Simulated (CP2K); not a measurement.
# MgSi (Cmcm) in CP2K: equation of state

Aim: energy against volume of MgSi in PBEsol, for its equilibrium volume and stiffness.

All numbers are computed with CP2K 2026.2; they aren't measurements. Logs are shortened: lines on timing, memory, paths and dates and some standing lists are left out, and cuts for length are marked.

### 1 Starting point

It takes space group Cmcm (No. 63, orthorhombic). Conventional cell: a = 3.005 Å, b = 10.852 Å, c = 4.340 Å, α = 90.00°, β = 90.00°, γ = 90.00°. Si (site symmetry m2m) has 4 Si at 2.66 to 3.01 Å and 7 Mg at 2.83 to 3.00 Å as nearest neighbours. Mg (site symmetry m2m) is surrounded by 7 Si at 2.83 to 3.00 Å and 6 Mg at 3.01 to 3.18 Å.

The cell comes from a database or a generator and needn't be the stable form of this composition.

### 2 Single point, PBEsol, 17.69 Å³/atom

mgsi_eos.inp reads:

```
&GLOBAL
  PROJECT mgsi_eos
  RUN_TYPE ENERGY_FORCE
  PRINT_LEVEL LOW
&END GLOBAL
&FORCE_EVAL
  METHOD QS
  STRESS_TENSOR ANALYTICAL
  &DFT
    BASIS_SET_FILE_NAME BASIS_MOLOPT_UZH
    POTENTIAL_FILE_NAME POTENTIAL_UZH
    &MGRID
      CUTOFF 1400
      REL_CUTOFF 60
      NGRIDS 4
    &END MGRID
    &QS
      METHOD GPW
      EPS_DEFAULT 1.0E-10
    &END QS
    &KPOINTS
      SCHEME MONKHORST-PACK 9 9 6
      GAMMA_CENTERED T
      SYMMETRY T
      SYMMETRY_BACKEND SPGLIB
    &END KPOINTS
    &SCF
      SCF_GUESS ATOMIC
      EPS_SCF 1.0E-6
      MAX_SCF 100
      ADDED_MOS 14
      CHOLESKY OFF
      EPS_EIGVAL 1.0E-7
      &DIAGONALIZATION ON
        ALGORITHM STANDARD
      &END DIAGONALIZATION
      &MIXING ON
        METHOD BROYDEN_MIXING
        ALPHA 0.4
        BETA 1.5
        NBUFFER 8
      &END MIXING
      &SMEAR ON
        METHOD FERMI_DIRAC
        ELECTRONIC_TEMPERATURE [K] 580.226
      &END SMEAR
    &END SCF
    &XC
      &XC_FUNCTIONAL
        &GGA_X_PBE_SOL
        &END GGA_X_PBE_SOL
        &GGA_C_PBE_SOL
        &END GGA_C_PBE_SOL
      &END XC_FUNCTIONAL
    &END XC
    &PRINT
      &KPOINTS ON
      &END KPOINTS
      &MULLIKEN ON
      &END MULLIKEN
      &MO ON
        ENERGIES T
        OCCUPATION_NUMBERS T
        &EACH
          QS_SCF 0
        &END EACH
        ADD_LAST NUMERIC
      &END MO
    &END PRINT
  &END DFT
  &SUBSYS
    &CELL
      ABC 5.6302035436 5.6302035436 4.3401780000
      ALPHA_BETA_GAMMA 90.0000000000 90.0000000000 149.0442349141
      PERIODIC XYZ
    &END CELL
    &COORD
      Si  1.1397351364 1.2434505662 3.2551335000
      Si  -0.3377952802 1.6525918554 1.0850445000
      Mg  -3.0672565166 2.4084039026 1.0850445000
      Mg  3.8691963728 0.4876385190 3.2551335000
    &END COORD
    &KIND Si
      BASIS_SET TZVP-MOLOPT-PBE-GTH-q4
      POTENTIAL GTH-PBE-q4
    &END KIND
    &KIND Mg
      BASIS_SET TZVP-MOLOPT-PBE-GTH-q10
      POTENTIAL GTH-PBE-q10
    &END KIND
    &PRINT
      &ATOMIC_COORDINATES ON
      &END ATOMIC_COORDINATES
      &CELL ON
      &END CELL
      &SYMMETRY ON
      &END SYMMETRY
    &END PRINT
  &END SUBSYS
  &PRINT
    &FORCES ON
    &END FORCES
    &STRESS_TENSOR ON
    &END STRESS_TENSOR
  &END PRINT
&END FORCE_EVAL
```

Potentials or basis: POTENTIAL_UZH Si GTH-PBE-q4, Mg GTH-PBE-q10; TZVP-MOLOPT-PBE-GTH basis.

On the command line:

```
$ OMP_NUM_THREADS=1 mpirun -n 3 cp2k.psmp -i mgsi_eos.inp -o mgsi_eos.out
```

mgsi_eos.out:

```text

 CP2K| version string:                                       CP2K version 2026.2
 CP2K| Input file name                                              mgsi_eos.inp

 GLOBAL| Force Environment number                                              1
 GLOBAL| Basis set file name                                    BASIS_MOLOPT_UZH
 GLOBAL| Potential file name                                       POTENTIAL_UZH
 GLOBAL| MM Potential file name                                     MM_POTENTIAL
 GLOBAL| Coordinate file name                                      __STD_INPUT__
 GLOBAL| Method name                                                        CP2K
 GLOBAL| Project name                                                   mgsi_eos
 GLOBAL| Run type                                                   ENERGY_FORCE
 GLOBAL| FFT library                                                       FFTW3
 GLOBAL| Diagonalization library                                       ScaLAPACK
 GLOBAL| Cholesky decomposition library                                ScaLAPACK
 GLOBAL| DGEMM library                                                      BLAS
 GLOBAL| Direct generalized diagonalization requested                          F
 GLOBAL| Matrix multiplication library                                 ScaLAPACK
 GLOBAL| Global print level                                                  LOW
 GLOBAL| Total number of message passing processes                             3
 GLOBAL| Number of threads for this process                                    1
 GLOBAL| CPU model name                                                  UNKNOWN

 CELL| Volume [angstrom^3]:                                            70.767940
 CELL| Vector a [angstrom]:       5.630     0.000     0.000   |a| =     5.630204
 CELL| Vector b [angstrom]:      -4.828     2.896     0.000   |b| =     5.630204
 CELL| Vector c [angstrom]:       0.000     0.000     4.340   |c| =     4.340178
 CELL| Angle (b,c), alpha [degree]:                                    90.000000
 CELL| Angle (a,c), beta  [degree]:                                    90.000000
 CELL| Angle (a,b), gamma [degree]:                                   149.044235
 CELL| Numerically orthorhombic:                                              NO
 CELL| Periodicity                                                           XYZ

 CELL_REF| Volume [angstrom^3]:                                        70.767940
 CELL_REF| Vector a [angstrom     5.630     0.000     0.000   |a| =     5.630204
 CELL_REF| Vector b [angstrom    -4.828     2.896     0.000   |b| =     5.630204
 CELL_REF| Vector c [angstrom     0.000     0.000     4.340   |c| =     4.340178
 CELL_REF| Angle (b,c), alpha [degree]:                                90.000000
 CELL_REF| Angle (a,c), beta  [degree]:                                90.000000
 CELL_REF| Angle (a,b), gamma [degree]:                               149.044235
 CELL_REF| Numerically orthorhombic:                                          NO
 CELL_REF| Periodicity                                                       XYZ

 GENERATE|  Preliminary Number of Bonds generated:                             0
 GENERATE|  Achieved consistency in connectivity generation.

 *******************************************************************************
 *******************************************************************************
 **            Copyright (C) by CP2K developers group (2000-2026)             **
 *******************************************************************************

 TOTAL NUMBERS AND MAXIMUM NUMBERS

  Total number of            - Atomic kinds:                                   2
                             - Atoms:                                          4
                             - Shell sets:                                     4
                             - Shells:                                        26
                             - Primitive Cartesian functions:                 22
[... 37 lines left out ...]
 MO|      5              -1.299324             -35.356401               2.000000
 MO|      6              -1.299220             -35.353581               2.000000
[... 394 lines left out ...]
 MO|     27               0.895359              24.363955               0.000000
 MO|     28               0.895359              24.363955               0.000000
 MO| Sum:                                                              28.000000
 MO| E(Fermi):            0.266246 a.u.          7.244917 eV
 MO| Band gap:            0.141858 a.u.          3.860140 eV

 MO| EIGENVALUES AND OCCUPATION NUMBERS FOR K POINT 13
 MO|
 MO|  Index      Eigenvalue [a.u.]        Eigenvalue [eV]             Occupation
 MO|      1              -2.520591             -68.588776               2.000000
 MO|      2              -2.520585             -68.588617               2.000000
 MO|      3              -1.300427             -35.386411               2.000000
 MO|      4              -1.300411             -35.385982               2.000000
 MO|      5              -1.299021             -35.348171               2.000000
 MO|      6              -1.299011             -35.347898               2.000000
[... 20 lines left out ...]
 MO|     27               0.815550              22.192242               0.000000
 MO|     28               0.876470              23.849951               0.000000
 MO| Sum:                                                              29.908165
 MO| E(Fermi):            0.266246 a.u.          7.244917 eV
 MO| Band gap:            0.066459 a.u.          1.808454 eV

 MO| EIGENVALUES AND OCCUPATION NUMBERS FOR K POINT 14
 MO|
 MO|  Index      Eigenvalue [a.u.]        Eigenvalue [eV]             Occupation
 MO|      1              -2.520593             -68.588831               2.000000
 MO|      2              -2.520582             -68.588526               2.000000
 MO|      3              -1.300431             -35.386530               2.000000
 MO|      4              -1.300402             -35.385736               2.000000
 MO|      5              -1.299007             -35.347775               2.000000
 MO|      6              -1.298996             -35.347470               2.000000
[... 20 lines left out ...]
 MO|     27               0.812932              22.120997               0.000000
 MO|     28               0.862685              23.474858               0.000000
 MO| Sum:                                                              28.000001
 MO| E(Fermi):            0.266246 a.u.          7.244917 eV

 [... the levels of further k-points ...]

 !-----------------------------------------------------------------------------!
                     Mulliken Population Analysis

 #  Atom  Element  Kind  Atomic population                           Net charge
       1     Si       1          4.341022                             -0.341022
       2     Si       1          4.341022                             -0.341022
       3     Mg       2          9.658978                              0.341022
       4     Mg       2          9.658978                              0.341022
 # Total charge                             28.000000                 -0.000000

 !-----------------------------------------------------------------------------!

 ENERGY| Total FORCE_EVAL ( QS ) energy [hartree]           -134.182117611067355

 FORCES| Atomic forces [hartree/bohr]
 FORCES|   Atom     x               y               z               |f|
 FORCES|      1 -3.08562597E-03  8.54394687E-04  4.03005642E-08   3.20173045E-03
 FORCES|      2  3.08562817E-03 -8.54406834E-04 -4.06596627E-08   3.20173582E-03
 FORCES|      3 -5.73703604E-03  1.58857898E-03 -1.18041115E-08   5.95291237E-03
 FORCES|      4  5.73703379E-03 -1.58856682E-03  1.21714561E-08   5.95290696E-03
 FORCES| Sum    -3.92080604E-11  1.08694755E-11  8.24606605E-12
 FORCES| Total atomic force                                       4.15140350E-11

 STRESS| Analytical stress tensor [bar]
 STRESS|                        x                   y                   z
 STRESS|      x        8.10173321974E+02  -2.04075771578E+03   9.36442685867E-02
 STRESS|      y       -2.04075771578E+03  -5.99641979018E+03  -2.59353006010E-02
 STRESS|      z        9.36442685867E-02  -2.59353006010E-02   5.00848591913E+03
 STRESS| 1/3 Trace                                            -5.92535163594E+01
 STRESS| Determinant                                          -4.51907239350E+10

 STRESS| Eigenvectors and eigenvalues of the analytical stress tensor [bar]
 STRESS|                        1                   2                   3
 STRESS| Eigenvalues  -6.56138727561E+03   1.37514080481E+03   5.00848592173E+03
 STRESS|      x           0.266806526274      0.963750111218      0.000025774084
 STRESS|      y           0.963750111563     -0.266806526178     -0.000007136269
 STRESS|      z           0.000000000886     -0.000026743780      0.999999999642
```

Run time: 49 s. Hardware: 3 MPI ranks of Arm Neoverse V2, shared host.

Results:

* Free energy: -3651.2811 eV
* Pressure: 0.0 GPa
* Largest force: 0.306 eV/Å
* Band gap on the k mesh: none (metal or under the smearing width)
* Mulliken charges: Si -0.34; Mg +0.34 e

Caveat: Mulliken charges move with the basis; the potentials were made for another functional, which shifts forces and pressure; the basis of atomic orbitals isn't converged, which shifts pressures, moduli and gaps.

(Continued in part 2 of 2.)
